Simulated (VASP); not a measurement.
Wanted: the native input for a VASP 6.6.1 run.

| Property | Result |
| --- | --- |
| Task | relaxation of cell and atoms |
| Functional | LDA |
| Potentials or basis | VASP PAW LDA potentials, release 64 (K_sv, F) |
| Cutoff | 600 eV |
| k mesh | 8 × 8 × 8 |
| Occupations | gaussian, width 0.02 eV |
| Spin | no spin polarisation |
| Further INCAR settings | ALGO = Fast; EDIFF = 1e-07; IBRION = 2; EDIFFG = -0.005; NSW = 90; ISIF = 3 |

The structure of KF lies in POSCAR:

```
KF
1.0
    0.0000000000      2.6544134000      2.6544134000
    2.6544134000      0.0000000000      2.6544134000
    2.6544134000      2.6544134000      0.0000000000
K F
1 1
Direct
    0.0000000000      0.0000000000      0.0000000000
    0.5000000000      0.5000000000      0.5000000000
```

The cell is a database's computed one.

One way to write it, as run:

INCAR

```
SYSTEM = KF
PREC = Accurate ; ENCUT = 600
EDIFF = 1E-7 ; ISMEAR = 0
SIGMA = 0.02 ; LREAL = .False.
LASPH = .True. ; NELM = 100
ALGO = Fast ; ISIF = 3
LWAVE = .False. ; LCHARG = .False.
GGA = CA ; IBRION = 2
NSW = 90 ; EDIFFG = -0.005
```

KPOINTS

```
regular mesh
0
Gamma
  8 8 8
  0 0 0
```

Potentials or basis: VASP PAW LDA potentials, release 64 (K_sv, F).

Command:

```sh
$ cat potpaw_LDA.64/K_sv/POTCAR potpaw_LDA.64/F/POTCAR > POTCAR
$ mpirun -np 1 vasp_std > vasp.out
```

Results of the run:

The relaxed volume is 17.25 Å³/atom. The relaxed cell is a = 3.654 Å, b = 3.654 Å, c = 3.654 Å, α = 60.00°, β = 60.00°, γ = 60.00°. The space group after relaxing (to 0.05 Å) is Fm-3m (No. 225). The energy gained by relaxing is 14.3 meV/atom and the ionic steps are 4. The pressure after relaxing is 0.0 GPa and the band gap on the k mesh is 6.33 eV, direct.

Wall time 43 s on 1 thread of Intel(R) Xeon(R) 6975P-C (Granite Rapids) (shared host), peak memory 0.16 GiB.
